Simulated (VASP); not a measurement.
# MoS2 in VASP: notebook, part 2 of 2

VASP 6.6.1. Earlier steps stand in the parts before.

**3. Single point, r2SCAN+rVV10**

This run uses another cell than the first one, of 49.66 Å³/atom, 0.569 times its volume.

The input, POSCAR:

```
MoS2
1.0
    3.1700000000      0.0000000000      0.0000000000
   -1.5850000000      2.7453005300      0.0000000000
    0.0000000000      0.0000000000     17.1200000000
S Mo
2 1
Direct
    0.6666670000      0.3333330000      0.4088785047
    0.6666670000      0.3333330000      0.5911214953
    0.3333330000      0.6666670000      0.5000000000
```

The input, INCAR.step1:

```
  PREC = Accurate
  ENCUT = 520
  ISMEAR = 0
  SIGMA = 0.03
  LREAL = F
  LASPH = T
  NELM = 100
  LDIPOL = T
  IDIPOL = 3
  DIPOL = 0.5 0.5 0.500
  NBANDS = 20
  GGA = PE
  ALGO = Normal
  EDIFF = 1E-4
  LWAVE = T
  LCHARG = F
```

The input, INCAR.step2:

```
  PREC = Accurate
  ENCUT = 520
  EDIFF = 1E-7
  ISMEAR = 0
  SIGMA = 0.03
  LREAL = F
  LASPH = T
  NELM = 100
  ALGO = Normal
  ISIF = 2
  LWAVE = F
  LCHARG = F
  LDIPOL = T
  IDIPOL = 3
  DIPOL = 0.5 0.5 0.500
  METAGGA = R2SCAN
  LMIXTAU = T
  LUSE_VDW = T
  IVDW_NL = 2
  BPARAM = 11.95
  CPARAM = 0.0093
  NBANDS = 20
  ISTART = 1
```

The input, KPOINTS:

```
regular mesh
0
Gamma
  12 12 1
```

Potentials or basis: VASP PAW PBE potentials, release 64 (S, Mo_sv).

The run is started by

```console
> cat potpaw_PBE.64/S/POTCAR potpaw_PBE.64/Mo_sv/POTCAR > POTCAR
> cp INCAR.step1 INCAR
> mpirun -np 1 vasp_std > vasp.out
> cp INCAR.step2 INCAR
> mpirun -np 1 vasp_std > vasp.out
```

OUTCAR:

```text
PREC = Accurate
   ENCUT = 520
   EDIFF = 1E-7
   ISMEAR = 0
   LREAL = F
   LASPH = T
   NELM = 100
   ISIF = 2
   METAGGA = R2SCAN
   IVDW_NL = 2
   BPARAM = 11.95
   ISTART = 1

 ion  position               nearest neighbor table
   1  0.667  0.333  0.409-   3 2.40   3 2.40   3 2.40
   2  0.667  0.333  0.591-   3 2.40   3 2.40   3 2.40
   3  0.333  0.667  0.500-   1 2.40   2 2.40   1 2.40   2 2.40   1 2.40   2 2.40

  LATTYP: Found a hexagonal cell.
 ALAT       =     3.1700000000
 C/A-ratio  =     5.4006309148

  Lattice vectors:

 A1 = (   3.1700000000,   0.0000000000,   0.0000000000)
 A2 = (  -1.5850000000,   2.7453005300,   0.0000000000)
 A3 = (   0.0000000000,   0.0000000000,  17.1200000000)

Analysis of symmetry for initial positions (statically):
=====================================================================
 Subroutine PRICEL returns:
 Original cell was already a primitive cell.

 Routine SETGRP: Setting up the symmetry group for a
 hexagonal supercell.

 Subroutine GETGRP returns: Found 12 space group operations
 (whereof 12 operations were pure point group operations)
 out of a pool of 24 trial point group operations.

The static configuration has the point symmetry D_3h.

Analysis of symmetry for dynamics (positions and initial velocities):
=====================================================================
 Subroutine PRICEL returns:
 Original cell was already a primitive cell.

 Routine SETGRP: Setting up the symmetry group for a
 hexagonal supercell.

 Subroutine GETGRP returns: Found 12 space group operations
 (whereof 12 operations were pure point group operations)
 out of a pool of 24 trial point group operations.

The dynamic configuration has the point symmetry D_3h.

 Subroutine INISYM returns: Found 12 space group operations
 (whereof 12 operations are pure point group operations),
[... 115 lines left out ...]
  Thomas-Fermi vector in A             =   2.039520
   LORBIT       =      0    0 simple, 1 ext, 2 COOP (PROOUT), +10 PAW based schemes
   METAGGA = R2SCAN    functional components
   LHFCALC =     F    Hartree Fock is set to
   AEXX    =    0.0000 exact exchange contribution
   IVDW_NL    =     2    kernel type
   BPARAM     =11.9500
   IVDW    =     0    specifies the selected vdW correction
   LEPSILON=     F    determine dielectric tensor
   LRPA    =     F    only Hartree local field effects (RPA)
 non-spin polarized calculation
 Gauss-broadening in eV      SIGMA  =   0.03
  energy-cutoff  :      520.00
  volume of cell :      148.99
 maximum number of plane-waves:      4044
 NGX is ok and might be reduce to    24
   NGX = 11   NGY = 11   NGZ = 63

 number of electron      26.0000001 magnetization

 dipolmoment           0.000000      0.000000     -0.000000 electrons x Angstroem

 Free energy of the ion-electron system (eV)
  ---------------------------------------------------
  ext. energy  EPLUGINS =         0.00000000
  ---------------------------------------------------
  free energy    TOTEN  =       -44.35271983 eV

  energy without entropy =      -44.35271983  energy(sigma->0) =      -44.35271983

 E-fermi :  -1.2321     XC(G=0):  -4.5664

 val. band max:       -1.5393406888   @ k =   0.0000   0.0000   0.0000
 cond. band min:       0.2833558309   @ k =   0.3333   0.3333   0.0000
 fundamental gap:      1.8226965197
 Fermi energy:        -1.2320552941

 k-point     1 :       0.0000    0.0000    0.0000
  band No.  band energies     occupation
      1     -64.3176      2.00000
      2     -37.7399      2.00000
      3     -37.5123      2.00000
      4     -37.5123      2.00000
      5     -16.3405      2.00000
      6     -14.9532      2.00000
[... 426 lines left out ...]
     19       6.5978      0.00000
     20       8.7051      0.00000

------------------------ aborting loop because EDIFF is reached ----------------------------------------

 vacuum level on the upper side and lower side of the slab       (xc-potential included)         0.082         0.082

  FORCE on cell =-STRESS in cart. coord.  units (eV):
  Direction    XX          YY          ZZ          XY          YZ          ZX
  --------------------------------------------------------------------------------------
  -------------------------------------------------------------------------------------
  Total        0.0657206      0.0657206     -0.2036063      0.0000000      0.0000000      0.0000000
  in kB        0.7067389      0.7067389     -2.1895194      0.0000000      0.0000000      0.0000000
  external PRESSURE =      -0.2586805 kB  Pullay stress =       0.0000000 kB

 VOLUME and BASIS-vectors are now :
 -----------------------------------------------------------------------------
  energy-cutoff  :      520.00
  volume of cell :      148.99
      direct lattice vectors                 reciprocal lattice vectors
     3.170000000  0.000000000  0.000000000     0.315457413  0.182129422  0.000000000
    -1.585000000  2.745300530  0.000000000     0.000000000  0.364258845  0.000000000
     0.000000000  0.000000000 17.120000000     0.000000000  0.000000000  0.058411215

 POSITION                                       TOTAL-FORCE (eV/Angst)
 -----------------------------------------------------------------------------------
      1.58500      0.91510      7.00000         0.000000      0.000000      0.057584
      1.58500      0.91510     10.12000        -0.000000      0.000000     -0.057584
     -0.00000      1.83020      8.56000        -0.000000     -0.000000      0.000000
 -----------------------------------------------------------------------------------
    total drift:                                0.001347     -0.000778      0.000000

  FREE ENERGIE OF THE ION-ELECTRON SYSTEM (eV)
  ---------------------------------------------------
  free  energy   TOTEN  =       -44.3527198327 eV

  energy  without entropy=      -44.3527198327  energy(sigma->0) =      -44.35271983

 vacuum level on the upper side and lower side of the slab         4.705         4.705
```

OSZICAR.step1:

```text
N       E                     dE             d eps       ncg     rms          rms(c)
DAV:   1     0.161739235306E+03    0.16174E+03   -0.13826E+04   976   0.106E+03
DAV:   2    -0.129989596138E+02   -0.17474E+03   -0.17149E+03  1040   0.244E+02
DAV:   3    -0.231840985380E+02   -0.10185E+02   -0.10095E+02   980   0.540E+01
DAV:   4    -0.233461570490E+02   -0.16206E+00   -0.16188E+00   976   0.733E+00
DAV:   5    -0.233496212999E+02   -0.34643E-02   -0.34640E-02  1004   0.102E+00    0.241E+01
DAV:   6    -0.222551826204E+02    0.10944E+01   -0.11203E+01   816   0.197E+01    0.890E+00
DAV:   7    -0.220562062964E+02    0.19898E+00   -0.53850E+00   844   0.129E+01    0.600E+00
DAV:   8    -0.218539774847E+02    0.20223E+00   -0.10567E+00   908   0.606E+00    0.157E+00
DAV:   9    -0.218539168306E+02    0.60654E-04   -0.36903E-02   960   0.116E+00    0.809E-01
DAV:  10    -0.218503629684E+02    0.35539E-02   -0.16221E-02   924   0.796E-01    0.143E-01
DAV:  11    -0.218500020553E+02    0.36091E-03   -0.68621E-04   944   0.174E-01    0.689E-02
DAV:  12    -0.218498905016E+02    0.11155E-03   -0.13981E-04   764   0.662E-02    0.266E-02
DAV:  13    -0.218497796333E+02    0.11087E-03   -0.19725E-04   764   0.615E-02    0.500E-02
DAV:  14    -0.218498529757E+02   -0.73342E-04   -0.57544E-05   656   0.382E-02
   1 F= -.21849853E+02 E0= -.21849853E+02  d E =-.201015E-51
```

It took 6.1 min on 1 thread of Intel Xeon 6975P-C (Granite Rapids), shared host; peak memory 0.56 GiB.

Results:

```
Free energy            : -44.3527 eV
Largest force          : 0.058 eV/Å
Band gap on the k mesh : 1.82 eV, indirect (least direct gap 1.83 eV)
```

Forces in eV/Å, atoms in the order of the input:
```
S    0.000  0.000  0.058
S    0.000  0.000 -0.058
Mo   0.000  0.000  0.000
```

Caveat: the PAW data sets were made with another functional, which shifts forces and pressure a little. r2SCAN opens gaps a little over a GGA but as a rule still falls short of measured ones.
